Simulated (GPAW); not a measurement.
PbO2:

```
Pb O
1.0
     0.00000    2.70199    2.70199
     2.70199    0.00000    2.70199
     2.70199    2.70199    0.00000
Pb O
1 2
Direct
  0.00000 0.00000 0.00000
  0.75000 0.75000 0.75000
  0.25000 0.25000 0.25000
```

The cell comes from a database or a generator and needn't be the stable form of this composition.

| Item | Value |
| --- | --- |
| Program | GPAW 26.7.0 |
| Task | single point |
| Functional | PBE |
| Potentials or basis | GPAW PAW data sets (gpaw-data 1.2.1) |
| Cutoff | 800 eV |
| Basis | pw |
| k mesh | 9 × 9 × 9 |
| Occupations | fermi-dirac, width 0.05 eV |
| Spin | no spin polarisation |

On this cell: pressure -1.1 GPa; largest force zero by symmetry; band gap on the k mesh none (metal or under the smearing width).

The same run follows on a disturbed copy (atoms moved at random, drawn with an rms of 0.05 Å):

```
Pb O
1.0
     0.00000    2.70199    2.70199
     2.70199    0.00000    2.70199
     2.70199    2.70199    0.00000
Pb O
1 2
Cartesian
  0.0198 0.0040 -0.0052
  4.0228 4.0189 4.0321
  1.3874 1.2948 1.3787
```

Question: What changes?

Answer: The energy (extrapolated to zero smearing) moves by +8.8 meV/atom; pressure -0.7 GPa; largest force 0.502 eV/Å; band gap on the k mesh none (metal or under the smearing width).

Forces in eV/Å, atoms in the order of the input:
```
Pb  -0.057 -0.283  0.096
O    0.375  0.019  0.189
O   -0.318  0.264 -0.285
```

Stress tensor (GPa, compression positive):
```
-0.59 -0.12  0.03
-0.12 -0.87 -0.38
 0.03 -0.38 -0.74
```
